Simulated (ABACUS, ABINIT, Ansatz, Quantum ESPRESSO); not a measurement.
**The net moment per atom of Mn3Si, sorted by core time**

```cif
data_structure
_symmetry_space_group_name_H-M 'P 1'
_symmetry_Int_Tables_number 1
_cell_length_a 4.0461
_cell_length_b 4.0461
_cell_length_c 4.0461
_cell_angle_alpha 60.000
_cell_angle_beta 60.000
_cell_angle_gamma 60.000
_cell_volume 46.84
loop_
_atom_site_label
_atom_site_type_symbol
_atom_site_fract_x
_atom_site_fract_y
_atom_site_fract_z
_atom_site_occupancy
Mn1 Mn 0.75000 0.75000 0.75000 1
Mn2 Mn 0.25000 0.25000 0.25000 1
Mn3 Mn 0.50000 0.50000 0.50000 1
Si1 Si 0.00000 0.00000 0.00000 1
```

```tsv
rung	level	program and potentials	cutoff (eV)	k mesh	smearing	task	core time	chip	net moment per atom (μB)	notes
GGA	PBEsol	Ansatz, all-electron LAPW, scalar-relativistic	-	8 × 8 × 8	fermi-dirac 0.05	single point	58 s	Intel Xeon 6975P-C Granite Rapids	0.25	-
GGA	PBEsol	Ansatz, PAW datasets made for the crystal	320	8 × 8 × 8	fermi-dirac 0.05	band structure	80 s	Arm Neoverse V1	0.25	-
LDA	LDA	Ansatz, all-electron LAPW, scalar-relativistic	-	8 × 8 × 8	fermi-dirac 0.05	band structure	1.7 min	Arm Neoverse V1	0.26	-
GGA	PBEsol	Ansatz, all-electron LAPW, inner shells corrected to Dirac's equation	-	8 × 8 × 8	fermi-dirac 0.05	band structure	1.8 min	Arm Neoverse V1	0.25	-
GGA + U (5 eV)	PBEsol+U (Mn d U = 5 eV)	Quantum ESPRESSO, GBRV 1.5 PBEsol	612	7 × 7 × 7	fermi-dirac 0.05	projected density of states	3.8 min	Arm Neoverse V2	2.76	-
GGA + U (6 eV)	PBEsol+U (Mn d U = 6 eV)	Quantum ESPRESSO, GBRV 1.5 PBEsol	612	7 × 7 × 7	fermi-dirac 0.05	projected density of states	3.8 min	Arm Neoverse V2	2.88	-
GGA + U (4 eV)	PBEsol+U (Mn d U = 4 eV)	Quantum ESPRESSO, GBRV 1.5 PBEsol	612	7 × 7 × 7	fermi-dirac 0.05	projected density of states	3.8 min	Arm Neoverse V2	2.70	-
GGA + U (3 eV)	PBEsol+U (Mn d U = 3 eV)	Quantum ESPRESSO, GBRV 1.5 PBEsol	612	7 × 7 × 7	fermi-dirac 0.05	projected density of states	4 min	Arm Neoverse V2	2.51	-
GGA + U (1 eV)	PBEsol+U (Mn d U = 1 eV)	Quantum ESPRESSO, GBRV 1.5 PBEsol	612	7 × 7 × 7	fermi-dirac 0.05	projected density of states	4.3 min	Arm Neoverse V2	1.72	-
LDA	LDA	ABINIT, PseudoDojo NC SR LDA v0.4.1 standard	1252	6 × 6 × 6	fermi-dirac 0.05	single point	13 min	Intel Xeon Platinum 8488C Sapphire Rapids	0.26	-
GGA	PBEsol	ABACUS, PseudoDojo NC SR 0.4.1 PBEsol standard, plane waves	1320	8 × 8 × 8	fermi-dirac 0.05	single point	41 min	Intel Xeon Platinum 8259CL Skylake/Cascade Lake	0.25	-
LDA	LDA	ABINIT, PseudoDojo NC SR LDA v0.4.1 standard	1252	8 × 8 × 8, 4 shifts	gaussian 0.2	optical spectrum	70 min	Intel Xeon Platinum 8488C Sapphire Rapids	0.27	-
```

Times are single runs on shared hosts and different chips, so they are rough; meshes, cutoffs and the tasks' sizes weigh on the time. All rows: collinear spin, ferromagnetic start. Smearing widths are in eV. The cell comes from a database and isn't always the measured one. For a metal such meshes aren't converged. Meshes differ between rows, which moves values too. Meshes are those of the run's cell of 4 atoms unless a note names another. A magnetic state is the one that its parallel start led to; the crystal's real order can differ. Runs on faulty files, with rough fits or with known faults for this quantity aren't shown. PBE isn't shown for this crystal. No row holds spin-orbit coupling.

By rung: LDA 0.26 to 0.27; GGA 0.25; GGA + U (5 eV) 2.76; GGA + U (6 eV) 2.88; GGA + U (4 eV) 2.70; GGA + U (3 eV) 2.51; GGA + U (1 eV) 1.72 (μB).
